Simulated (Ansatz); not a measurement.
SiC (Moissanite), 4 atoms in the cell. Symmetry: P6_3mc, No. 186, hexagonal system. The conventional cell has a = 3.076 Å, b = 3.076 Å, c = 5.048 Å, α = 90.00°, β = 90.00°, γ = 120.00°. Si (site symmetry 3m) has 4 C at 1.87 to 1.94 Å as nearest neighbours. C (site symmetry 3m) is surrounded by 4 Si at 1.87 to 1.94 Å. 

* Program: Ansatz 0.2.0
* Task: band structure
* Functional: PBE
* Potentials or basis: Ansatz PAW
* Cutoff: 420 eV (not typed: the program's choice for these potentials)
* k mesh: 10 × 10 × 5
* Occupations: fermi-dirac, width 0.05 eV
* Spin: no spin polarisation
* Path: [["G", "M", "K", "G", "A", "L", "H", "A"], ["L", "M"], ["K", "H"]]
* Points for each segment of the path: 14

Potentials or basis: Ansatz PAW.

Run with:

```sh
$ ansatz run input.yaml --threads 2 --pin off --max-ram 5120MiB --backend cpu --events-out ev --progress --plain --runs-dir out
```

Hardware: 2 threads of Intel(R) Xeon(R) Processor @ 2.50GHz (Skylake/Cascade Lake) (shared host).

Question: Estimate the wall time of this run.

Answer: Run time: 13 s on 2 threads of Intel(R) Xeon(R) Processor @ 2.50GHz (Skylake/Cascade Lake), with other jobs on the host, peak memory 0.34 GiB. Counts: scf iterations 6, plane waves 785, k points 42, bands 18.
